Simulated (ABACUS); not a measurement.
Crystal: Ge.

```
CELL_PARAMETERS angstrom
0.00000 2.82891 2.82891
2.82891 0.00000 2.82891
2.82891 2.82891 0.00000
ATOMIC_POSITIONS crystal
Ge 0.25000 0.25000 0.25000
Ge 0.00000 0.00000 0.00000
```

Base run:

* Program: ABACUS 3.10.1
* Functional: revTPSS
* Potentials or basis: SG15 ONCV 1.2 PBE
* Cutoff: 1238 eV
* Density cutoff: 4952 eV
* Basis: plane waves
* k mesh: 5 × 5 × 5
* Occupations: fermi-dirac, width 0.05 eV
* Spin: no spin polarisation

Its results: band gap on the k mesh 0.15 eV, direct; pressure 0.6 GPa.

After a change of settings the same cell gave: band gap on the k mesh none (metal or under the smearing width); pressure -1.2 GPa. Which change was it?
A. functional from revTPSS to TM
B. functional from revTPSS to rSCAN
C. functional from revTPSS to SCAN

B.

Caveats: some runs use coarse meshes; the potentials were made for another functional, which shifts forces and pressure; an odd mesh through Γ misses points on the zone boundary, where band edges often lie (some runs); this crystal is a semiconductor, whose small gap the functional closes, so the metal is an error of the method (some runs).

Not every run made on this cell is shown here.
